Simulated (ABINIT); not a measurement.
Crystal: CdO (Monteponite).

```
Cd O
1.0
     0.00000    2.34950    2.34950
     2.34950    0.00000    2.34950
     2.34950    2.34950    0.00000
Cd O
1 1
Cartesian
  0.0000 0.0000 0.0000
  2.3495 2.3495 2.3495
```

| Property | Result |
| --- | --- |
| Program | ABINIT 10.8.3 (patched build) |
| Task | single point |
| Functional | PBE |
| Potentials or basis | JTH PAW PBE v2.0 |
| Cutoff | 626 eV |
| k mesh | 10 × 10 × 10 |
| Occupations | fermi-dirac, width 0.05 eV |
| Spin | no spin polarisation |

On this cell: pressure 5.9 GPa; largest force zero by symmetry; band gap on the k mesh none (metal or under the smearing width).

The same run follows on a disturbed copy (atoms moved at random, drawn with an rms of 0.05 Å):

```
Cd O
1.0
     0.00000    2.34950    2.34950
     2.34950    0.00000    2.34950
     2.34950    2.34950    0.00000
Cd O
1 1
Direct
  0.00446 0.99046 0.99858
  0.49245 0.49773 0.50237
```

Question: What changes?

Answer: The energy (extrapolated to zero smearing) moves by +1.1 meV/atom; pressure 5.9 GPa; largest force 0.124 eV/Å; band gap on the k mesh none (metal or under the smearing width).

Forces in eV/Å, atoms in the order of the input:
```
Cd   0.094 -0.070 -0.040
O   -0.094  0.070  0.040
```

Stress tensor (GPa, compression positive):
```
 6.00  0.03  0.01
 0.03  5.94 -0.02
 0.01 -0.02  5.89
```

Caveats: this crystal is a semiconductor, whose small gap the functional closes, so the metal is an error of the method (some runs).
